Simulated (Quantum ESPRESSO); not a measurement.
Crystal: H.

```xyz
2
Lattice="-1.6915 1.6915 2.0585 1.6915 -1.6915 2.0585 1.6915 1.6915 -2.0585" Properties=species:S:1:pos:R:3 pbc="T T T"
H     0.0000    0.0000    0.3711
H     0.0000    0.0000    3.7459
```

* Program: Quantum ESPRESSO 7.5
* Task: single point
* Functional: PBE
* Potentials or basis: SSSP 1.3 efficiency PBE
* Cutoff: 816 eV
* Density cutoff: 6531 eV
* k mesh: 11 × 11 × 11
* Occupations: fermi-dirac, width 0.05 eV
* Spin: no spin polarisation

On this cell: pressure 0.8 GPa; largest force 0.280 eV/Å; band gap on the k mesh 9.05 eV, indirect (least direct gap 9.84 eV).

The same run follows on a disturbed copy (atoms moved at random, drawn with an rms of 0.05 Å):

```
CELL_PARAMETERS angstrom
-1.69153 1.69153 2.05847
1.69153 -1.69153 2.05847
1.69153 1.69153 -2.05847
ATOMIC_POSITIONS crystal
H 0.08199 0.09122 0.99944
H 0.91475 0.93528 0.03530
```

Q: What does the disturbed cell give?

A: The energy moves by -0.2 meV/atom; pressure 0.7 GPa; largest force 0.196 eV/Å; band gap on the k mesh 8.82 eV, indirect (least direct gap 9.57 eV).

Forces in eV/Å, atoms in the order of the input:
```
H   -0.017 -0.009  0.195
H    0.017  0.009 -0.195
```

Stress tensor (GPa, compression positive):
```
 0.37  0.01 -0.09
 0.01  0.37 -0.05
-0.09 -0.05  1.39
```

Caveats: an odd mesh through Γ misses points on the zone boundary, where band edges often lie.
